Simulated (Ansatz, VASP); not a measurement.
One calculation of NaH, two programs

```
CELL_PARAMETERS angstrom
0.00000 2.44000 2.44000
2.44000 0.00000 2.44000
2.44000 2.44000 0.00000
ATOMIC_POSITIONS crystal
Na 0.93852 0.06148 0.93852
H 0.50000 0.50000 0.50000
```

Change from the starting cell: all Na atoms moved -0.300 Å, as atom 1 along Cartesian [0 1 0].

Alike in both runs: task single point; functional LDA; k mesh 8 × 8 × 8; occupations gaussian, width 0.05 eV; no spin polarisation.

```csv
,VASP,Ansatz
version,VASP 6.6.1,Ansatz 0.2.0
potentials or method,"VASP PAW LDA potentials, release 64 (Na_pv, H)","scalar-relativistic, plane waves, PAW"
plane-wave cutoff (eV),520,420
valence electrons in the cell,8,10
```

VASP gave:

```
gap on the k mesh at the Fermi level (eV)       : 3.35
least direct gap on the mesh (eV)               : 4.26
pressure (GPa)                                  : -1.9
largest component of the traceless stress (GPa) : 1.76
rms of the force components (eV/Å)              : 0.170
```

**Question.** Which values does Ansatz return?

**Answer.** gap on the k mesh at the Fermi level (eV): 3.35; least direct gap on the mesh (eV): 4.26; pressure (GPa): -1.9; largest component of the traceless stress (GPa): 1.75; rms of the force components (eV/Å): 0.169.

Atom by atom the forces differ by 0.001 eV/Å (rms over components). The two sets of potentials don't hold the same shells in valence.

A k mesh can miss the band edges.
